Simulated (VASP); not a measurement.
Write the native input for VASP 6.6.1 that does the following.

| Quantity | Value |
| --- | --- |
| Task | single point |
| Functional | RPBE |
| Potentials or basis | VASP PAW PBE potentials, release 64 (Sr_sv) |
| Cutoff | 520 eV |
| k mesh | 10 × 10 × 10 |
| Occupations | fermi-dirac, width 0.1 eV |
| Spin | no spin polarisation |
| Dipole correction | no |
| Further INCAR settings | ALGO = Fast; EDIFF = 1e-06; NBANDS = 11 |

The structure of Sr lies in POSCAR:

```
Sr
1.0
   -2.5312258472      2.5312258472      2.5312258472
    2.5312258472     -2.5312258472      2.5312258472
    2.5312258472      2.5312258472     -2.5312258472
Sr
1
Direct
    0.0000000000      0.0000000000      0.0000000000
```

This isn't the form of Sr at room conditions, which is fcc.

These files were run (other wordings do the same):

INCAR

```
SYSTEM = Sr
ALGO     = Fast           ! electronic algorithm
EDIFF    = 1E-6           ! SCF threshold, eV
ENCUT    = 520            ! plane-wave cutoff, eV
GGA      = RP             ! functional
ISIF     = 2              ! what is computed and relaxed
ISMEAR   = -1             ! smearing method
LASPH    = .TRUE.         ! aspherical terms in the spheres
LCHARG   = .TRUE.         ! write CHGCAR
LELF     = .TRUE.         ! ELF
LREAL    = .FALSE.        ! projectors in reciprocal space
LVHAR    = .TRUE.       
LWAVE    = .FALSE.        ! write WAVECAR
NBANDS   = 11             ! bands
NELM     = 60             ! most SCF steps
PREC     = Accurate       ! precision mode
SIGMA    = 0.1            ! smearing width, eV
```

KPOINTS

```
k-points
0
G
  10 10 10
  0 0 0
```

Potentials or basis: VASP PAW PBE potentials, release 64 (Sr_sv).

The run is started by

```console
$ cat potpaw_PBE.64/Sr_sv/POTCAR > POTCAR
$ mpirun -np 1 vasp_std > vasp.out
```

It gave:

```json
{"Pressure": "-1.0 GPa", "Band gap on the k mesh": "none (metal or under the smearing width)"}
```

Caveat: the PAW data sets were made with another functional, which shifts forces and pressure a little.

Run time: 40 s on 1 thread of Intel(R) Xeon(R) Platinum 8488C (Sapphire Rapids), with other jobs on the host, peak memory 0.21 GiB.
